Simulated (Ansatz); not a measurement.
Results of G0W0@PBE (hard PAW, contour deformation; Ansatz, a quantum-chemistry and plane-wave program) for rutile GeO₂.

The cell has the measured lattice parameters. Conventional cell: a = 4.4066 Å, b = 4.4066 Å, c = 2.8619 Å, α = 90.00°, β = 90.00°, γ = 90.00°.

One run with a 4×4×6 mesh, response cutoff 100 eV and 232 empty bands, not extrapolated in mesh or basis; no spin–orbit coupling.

Highest filled and lowest empty level by k point (fractions of the reciprocal vectors of the cell (4.407 0.000 0.000) (0.000 4.407 0.000) (0.000 0.000 2.862) Å; eV from the valence maximum of each method):

| k | PBE filled | PBE empty | QP filled | QP empty |
|---|---|---|---|---|
| 0 0 0 | 0.00 | 1.90 | 0.00 | 3.83 |
| 0 0.25 0.167 | -0.48 | 4.07 | -0.54 | 6.25 |
| 0.25 0.25 0.333 | -0.96 | 5.32 | [?] | [?] |
| 0.25 0.25 -0.5 | -1.44 | 5.61 | -1.62 | 7.92 |
| 0.25 -0.5 0.167 | -1.00 | 5.48 | -1.07 | 7.79 |
| -0.5 -0.5 0 | -1.52 | 5.03 | [?] | [?] |
| -0.5 -0.5 0.167 | -1.36 | 5.38 | -1.38 | 7.69 |
| -0.5 -0.5 0.333 | -1.23 | 5.11 | -1.29 | 7.36 |

Q: Estimate the withheld levels to about 0.1 eV.

A: 
- 0.25 0.25 0.333, QP filled: -1.08
- 0.25 0.25 0.333, QP empty: 7.64
- -0.5 -0.5 0, QP filled: -1.73
- -0.5 -0.5 0, QP empty: 7.24

Note: filled d or f shells below the valence bands can shift G0W0 gaps through exchange with them, which wasn't tested here; cell and atoms aren't relaxed at this level.
